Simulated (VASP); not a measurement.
Write the native input for VASP 6.6.1 that does the following.

- Task: dielectric tensor
- Functional: PBE
- Dispersion: D3(BJ)
- Potentials or basis: VASP PAW PBE potentials, release 64 (Zn, Se)
- Cutoff: 520 eV
- k mesh: 10 × 10 × 10
- Occupations: gaussian, width 0.02 eV
- Spin: no spin polarisation
- Further INCAR settings: ALGO = Fast; EDIFF = 1e-07

The structure of ZnSe lies in POSCAR:

```
ZnSe                                    
1.0
    0.0000000000      2.8313479048      2.8313479048
    2.8313479048     -0.0000000000      2.8313479048
    2.8313479048      2.8313479048     -0.0000000000
  Zn              Se            
     1     1
Direct
     0.0000000000000000    0.0000000000000000    0.0000000000000000
     0.2500000000000000    0.2500000000000000    0.2500000000000000
```

These files were run (other wordings do the same):

INCAR

```
  PREC = Accurate
  ENCUT = 520
  EDIFF = 1E-7
  ISMEAR = 0
  SIGMA = 0.02
  LREAL = False
  LASPH = True
  NELM = 80
  ALGO = Fast
  ISIF = 2
  LWAVE = False
  LCHARG = False
  GGA = PE
  IVDW = 12
  LEPSILON = True
```

KPOINTS

```
Automatic mesh
0
Gamma
  10 10 10
```

Potentials or basis: VASP PAW PBE potentials, release 64 (Zn, Se).

The run is started by

```bash
$ cat potpaw_PBE.64/Zn/POTCAR potpaw_PBE.64/Se/POTCAR > POTCAR
$ mpirun -np 1 vasp_std > vasp.out
```

Results of the run:

* Band gap on the k mesh: 1.30 eV, direct
* Electronic dielectric tensor (diagonal): 7.42
* Born charges (mean of the diagonal): Zn +2.06; Se -2.06 e
* Dispersion energy per atom: -0.323 eV

Run time: 6.1 min on 1 thread of Intel(R) Xeon(R) Platinum 8488C (Sapphire Rapids), with other jobs on the host, peak memory 0.41 GiB.
